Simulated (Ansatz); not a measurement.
## Te: levels along high-symmetry lines

```
Te
1.0
     4.45800    0.00000    0.00000
    -2.22900    3.86074    0.00000
     0.00000    0.00000    5.92500
Te
3
Direct
  0.74500 0.00000 0.33333
  0.00000 0.74500 0.66667
  0.25500 0.25500 0.00000
```

Atoms are numbered in the order listed.

Conventional cell: a = 4.458 Å, b = 4.458 Å, c = 5.925 Å, α = 90.00°, β = 90.00°, γ = 120.00°. Te (atom 1) is surrounded by 2 Te at 2.79 Å.

The cell is COD entry 1531230, as deposited and not checked against the literature; nothing was relaxed.

No spin–orbit coupling, which matters for the heavy atoms here.

Method: DFT, PBE, all-electron LAPW, scalar-relativistic (Ansatz 0.2.0).

Sampling and basis: a Γ-centred 9×9×6 k mesh, Fermi–Dirac smearing of 0.08 eV, basis error target 0.5 meV/atom, no spin polarisation.

Points in fractions of the reciprocal vectors of this cell: Γ (0, 0, 0), M (0.5, 0, 0), K (0.333, 0.333, 0), A (0, 0, 0.5), L (0.5, 0, 0.5), H (0.333, 0.333, 0.5). The path joins them by straight lines in the order Γ–M–K–Γ–A–L–H–A–L; legs that retrace an earlier one aren't tabulated. Energies are in eV from the top of the valence band.

(1) List the levels at K between -20 and 6 eV.

(2) List the levels at A between -20 and 6 eV.

(3) List the levels at L between -20 and 6 eV.

(4) What is the band gap?

## Answers

(1) -12.67, -10.61 (×2), -4.65 (×2), -3.03 (×2), -2.81, -2.53, 2.92 (×2), 3.36, 4.84.

(2) -12.83 (×2), -8.10, -4.21, -2.67 (×2), -1.37, -1.11 (×2), 0.63, 0.78 (×2), 4.07, 5.45 (×2).

(3) -12.25, -11.94, -9.74, -5.69, -3.83, -3.70, -2.31, -1.97, -0.24, 0.82, 1.96, 2.61, 4.60, 5.51.

(4) 0.15 eV, indirect from the line L (0.5, 0, 0.5)–H (0.333, 0.333, 0.5) to H (0.333, 0.333, 0.5) (the direct gap is only 0.02 eV larger) (so small a gap may close at points that the mesh and path miss).
